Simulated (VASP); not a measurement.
Crystal: BN.

```
B N
1.0
     2.49824    0.00000    0.00000
    -1.24912    2.16354    0.00000
     0.00000    0.00000    6.63570
B N
2 2
Direct
  0.33333 0.66667 0.25000
  0.66667 0.33333 0.75000
  0.33333 0.66667 0.75000
  0.66667 0.33333 0.25000
```

```yaml
Program: VASP 6.6.1
Task: relaxation of cell and atoms
Functional: PBE
Potentials_or_basis: VASP PAW PBE potentials, release 64 (B, N)
Cutoff: 600 eV
k_mesh: 12 × 12 × 4
Occupations: gaussian, width 0.03 eV
Spin: no spin polarisation
```

At the start: pressure 5.0 GPa; volume 8.97 Å³/atom.

**Question.** Where does the relaxation end?

**Answer.** Over 10 steps the energy falls by 11.6 meV/atom and the volume is 10.44 Å³/atom (+16.4 %); space group P6_3/mmc (No. 194, to 0.05 Å).

Step by step:
| step | energy change (eV) | largest force (eV/Å) | pressure (GPa) | volume (Å³) |
| --- | --- | --- | --- | --- |
| 1 | 0.0000 | 0.0000 | 4.99 | 35.87 |
| 2 | 0.0154 | 0.0000 | -6.41 | 37.33 |
| 3 | -0.0092 | 0.0000 | 0.44 | 36.42 |
| 4 | -0.0131 | 0.0000 | 0.40 | 36.66 |
| 5 | -0.0231 | 0.0000 | 0.34 | 37.41 |
| 6 | -0.0368 | 0.0000 | 0.27 | 38.90 |
| 7 | -0.0463 | 0.0000 | 0.25 | 41.87 |
| 8 | -0.0463 | 0.0000 | 0.26 | 41.70 |
| 9 | -0.0408 | 0.0000 | -2.90 | 42.31 |
| 10 | -0.0464 | 0.0000 | 0.00 | 41.75 |

Final structure:
```
B N
1.0
     2.51228    0.00000    0.00000
    -1.25614    2.17570    0.00000
     0.00000    0.00000    7.63815
B N
2 2
Direct
  0.33333 0.66667 0.25000
  0.66667 0.33333 0.75000
  0.33333 0.66667 0.75000
  0.66667 0.33333 0.25000
```

Caveat: the volume moved by over 15 % at a fixed basis, so the end points are rough; this functional lacks dispersion, which binds the layers, so the pressure and a relaxed spacing across them are unreliable, and here the layers came unbound; the volume moved by +16 % from the deposited cell, more than functionals usually miss.
